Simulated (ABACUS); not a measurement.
# GaSb in ABACUS: the effect of exact exchange share

GaSb:

```
Sb Ga
1.0
     0.00000    3.05900    3.05900
     3.05900    0.00000    3.05900
     3.05900    3.05900    0.00000
Sb Ga
1 1
Direct
  0.75000 0.75000 0.75000
  0.00000 0.00000 0.00000
```

Alike in all runs:

```yaml
Program: ABACUS 3.10.1
Task: single point
Potentials_or_basis: SG15 ONCV 1.2 PBE
Cutoff: 1361 eV
Density_cutoff: 5442 eV
Basis: DZP LCAO (the cutoffs set its grid)
k_mesh: 4 × 4 × 4
Occupations: fermi-dirac, width 0.05 eV
Spin: no spin polarisation
```

```tsv
exact exchange share	functional	gap on the mesh (eV)
0	PBE	0.14
0.1	HSE-type (share 0.1, screening 0.11/bohr)	0.37
0.25	HSE-type (share 0.25, screening 0.11/bohr)	0.86
0.4	HSE-type (share 0.4, screening 0.11/bohr)	?
```

Q: What does the run with exact exchange share 0.4 give?

A: gap on the mesh 1.40 eV.

Worked out: A straight line through the other rows of the gap on the mesh, of slope 2.91 eV per unit of exact exchange share, extrapolates to 1.28 eV, against the run's 1.40. The fit is too stiff a form for this range.

Caveats: all runs use coarse meshes; the atomic orbitals were generated for these runs and aren't a published set; spin-orbit coupling is left out, which moves the levels of the heavy elements; the basis of atomic orbitals isn't converged, which shifts pressures, moduli and gaps; gaps of hybrids in this basis differ from plane-wave ones by up to 0.1 eV (some runs).

A k mesh can miss the band edges.
